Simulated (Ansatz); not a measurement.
Relaxed bulk P:

```
P
1.0
     1.64980   -5.50995    0.00000
     1.64980    5.50995    0.00000
     0.00000    0.00000    4.55530
P
4
Direct
  0.09543 0.90457 0.91156
  0.59543 0.40457 0.58844
  0.90457 0.09543 0.08844
  0.40457 0.59543 0.41156
```

Miller indices refer to the conventional cell of Cmce (No. 64), a = 3.300 Å, b = 11.020 Å, c = 4.555 Å, α = 90.00°, β = 90.00°, γ = 90.00°. The bulk's gap is 0.24 eV.

Consider the (001) slab of 10 planes, 10.6 Å thick with 15 Å of vacuum as cut; outer planes P (top) and P (bottom), all atoms relaxed.

These are results of DFT r2SCAN, scalar-relativistic, plane waves, PAW (Ansatz), not measurements. Plane waves to 500 eV, a k mesh through Γ of 11×7×1 on the computed 10-atom cell and Gaussian smearing (0.05 eV); no spin polarisation. A dipole correction removes the field between periodic images along c.

Question: Estimate the surface energy (mean of both faces).

Answer: 0.79 J/m².

Question: Predict the gap of the slab on the mesh.

Answer: None (metal or semimetal).

Question: Estimate the work function.

Answer: 5.34 eV.

Question: The top two planes lie 1.472 Å apart in the bulk. How does relaxation change this?

Answer: The spacing becomes 1.344 Å (-8.7 %).

Gaps are read on the k points sampled, so a band crossing between them can be missed.